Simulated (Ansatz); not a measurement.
Crystal: BAs.

```
B As
1.0
     3.23587    0.00000    0.00000
     0.00000    3.23587    0.00000
     0.00000    0.00000    3.23587
B As
1 1
Direct
  0.00000 0.00000 0.00000
  0.50000 0.50000 0.50000
```

The cell was built by a generator and needn't be a form met in nature.

Base run:

```yaml
Program: Ansatz 0.2.0
Functional: RPBE
Potentials_or_basis: Ansatz PAW
Cutoff: "420 eV (not typed: the program's choice for these potentials)"
k_mesh: 8 × 8 × 8
Occupations: fermi-dirac, width 0.05 eV
Spin: no spin polarisation
```

Its results: band gap on the k mesh none (metal or under the smearing width); pressure -13.4 GPa.

Q: After a change of settings the same cell gave: band gap on the k mesh none (metal or under the smearing width); pressure -14.8 GPa. Which change was it?
A. functional from RPBE to LDA
B. functional from RPBE to revPBE
C. functional from RPBE to PBE; k mesh from 8 × 8 × 8 to 6 × 6 × 6
D. functional from RPBE to PBE

A: D.

PBE binds more tightly than RPBE, so the same cell stands under less pressure.

Caveats: the PAW data sets come from PBE, with cores solved anew for the run's functional, which leaves a small shift of forces and pressure (some runs).
